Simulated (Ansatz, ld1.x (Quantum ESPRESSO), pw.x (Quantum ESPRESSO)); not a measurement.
## copper: one change to the PAW potential, in the atom and in the bcc crystal

```json
{
 "Element": "Cu",
 "Generator": "ld1.x (Quantum ESPRESSO) 7.5",
 "Type": "PAW",
 "Functional": "PBE",
 "Relativity": "scalar-relativistic",
 "Frozen core": "[Ar]",
 "Valence charge": "11",
 "Reference configuration": "3d8 4s0 4p0 (charge +3)",
 "Partial waves": "4s (bound, empty): rcut 1.50, rcutus 1.90 bohr; 4s channel at -2 Ry: rcut 1.50, rcutus 1.90 bohr; 4p (bound, empty): rcut 1.70, rcutus 2.25 bohr; 4p channel at -0.05 Ry: rcut 1.70, rcutus 2.25 bohr; 3d (bound): rcut 1.10, rcutus 1.50 bohr; 3d channel at -2.85 Ry: rcut 1.10, rcutus 1.50 bohr",
 "Local potential": "all-electron potential smoothed inside 1.60 bohr (lloc = -1)",
 "Core correction": "none",
 "Augmentation charge": "BESSEL, radius 1.25 bohr"
}
```

Change: all radii scaled by about 0.89 (s 1.70, p 2.00, d 1.34 bohr, rcut 1.34/1.52/0.98); local potential all-electron potential smoothed inside 1.42 bohr (lloc = -1); augmentation BESSEL, radius 1.12 bohr.

Cutoffs, loose and tight: the cutoffs (Ry, on a coarse ladder) from which the occupation-weighted sum of valence levels, in a spherical-Bessel basis at the reference potential, stays within 10 and 1 mRy of its value at 400 Ry. They do not see the model core or the augmentation charge, which bear on the density cutoff. Test errors are all-electron minus pseudo excitation energies from the reference, over the configurations 3d10 4s1 4p0; 3d10 4s0 4p0; 3d9 4s0 4p0; 3d7 4s0 4p0; 3d10 4s0 4p1; 3d10 4s0.5 4p0; 3d9 4s2 4p0; variants that change the core or the reference have their own tests.

Crystal test: bcc Cu in pw.x 7.5, no spin, 16³ k-points, Fermi–Dirac smearing 0.01 Ry, cutoffs set for each file from its atomic test. The reference is all-electron LAPW (Ansatz 0.2.0) with the same functional, mesh and smearing; V0 and B0 come from Birch–Murnaghan fits to the pressures at five volumes. Errors are pseudo minus all-electron; Δ is the rms difference of the E(V) curves that follow from these fits, minima aligned, over ±6 % about the mean V0. Mesh and smearing are coarse, so the numbers serve the comparison and aren't converged zero-temperature values; the lattice is a test structure that the element need not adopt.

All-electron: a0 = 2.885 Å (V0 = 12.01 Å³/atom), B0 = 138.4 GPa.

Task: Does the change bring the crystal closer to the all-electron result?

Result: The mean pressure error goes from -6.25 to -8.18 GPa, so the change moves the solid further from the all-electron pressures.

| quantity | base | changed |
| --- | --- | --- |
| outcome (atom) | generated | generated |
| cutoff, loose (atom) | 50 Ry | 70 Ry |
| cutoff, tight (atom) | 80 Ry | 110 Ry |
| bound ghosts (atom) | none | s |
| largest test error (meV) (atom) | test run stopped at test 1 of 7 (negative rho) | test run stopped at test 1 of 7 (negative rho) |
| cutoffs in pw.x (Ry) | 100/800 | 135/900 |
| a0 (Å) | 2.845 | – |
| a0 error (%) | -1.39 | – |
| B0 error (%) | +19.2 | – |
| Δ (meV/atom) | 16.2 | – |
| mean pressure error (GPa) | -6.25 | -8.18 |

A dash: not determined, or the minimum lies outside the volumes sampled.

Base: This is a poor potential for the solid. Atomic configuration tests: test run stopped at test 1 of 7 (negative rho). Changed file: This is a poor potential for the solid. Note: ghost state, extra bound levels that the all-electron valence spectrum of the same l lacks: s at -55.3 eV. A true bound ghost makes a file unfit for plane-wave use. Atomic configuration tests: test run stopped at test 1 of 7 (negative rho). The atomic cutoffs weigh occupied waves only.
